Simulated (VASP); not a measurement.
Write the native input for VASP 6.6.1 that does the following.

| Item | Value |
| --- | --- |
| Task | relaxation of cell and atoms |
| Functional | PBE |
| Potentials or basis | VASP PAW PBE potentials, release 64 (Ta_pv, N_h) |
| Cutoff | 900 eV |
| k mesh | 10 × 10 × 9 |
| Occupations | fermi-dirac, width 0.05 eV |
| Spin | no spin polarisation |
| Further INCAR settings | ALGO = Normal; EDIFF = 1e-06; IBRION = 2; EDIFFG = -0.01; NSW = 60; ISIF = 3 |

The structure of TaN lies in POSCAR:

```
TaN
1.0
    2.9380011100      0.0000000000      0.0000000000
   -1.4690005500      2.5443836000      0.0000000000
    0.0000000000      0.0000000000      2.8830022100
Ta N
1 1
Direct
    0.3333333333      0.6666666667      0.5000000000
    0.0000000000      0.0000000000      0.0000000000
```

The input as run:

INCAR

```
SYSTEM = TaN
PREC = Accurate
ENCUT = 900
EDIFF = 1E-6
ISMEAR = -1
SIGMA = 0.05
LREAL = .False.
LASPH = .True.
NELM = 100
ALGO = Normal
ISIF = 3
LWAVE = .False.
LCHARG = .False.
GGA = PE
IBRION = 2
NSW = 60
EDIFFG = -0.01
```

KPOINTS

```
regular mesh
0
Gamma
  10 10 9
  0 0 0
```

Potentials or basis: VASP PAW PBE potentials, release 64 (Ta_pv, N_h).

Launch:

```sh
$ cat potpaw_PBE.64/Ta_pv/POTCAR potpaw_PBE.64/N_h/POTCAR > POTCAR
$ mpirun -np 1 vasp_std > vasp.out
```

It gave:

The relaxed volume is 10.93 Å³/atom, the relaxed cell is a = 2.951 Å, b = 2.951 Å, c = 2.899 Å, α = 90.00°, β = 90.00°, γ = 120.00° and the space group after relaxing (to 0.05 Å) is P-6m2 (No. 187). The energy gained by relaxing is 2.6 meV/atom. The ionic steps are 4 and the pressure after relaxing is 0.0 GPa. The band gap on the k mesh is none (metal or under the smearing width).

Caveat: the cutoff is under 1.25 times the usual one of these potentials, so pressure, stress and relaxed cells hold a basis-set (Pulay) error.

Run time: 40 s on 1 thread of Intel(R) Xeon(R) 6975P-C (Granite Rapids), with other jobs on the host, peak memory 0.21 GiB.
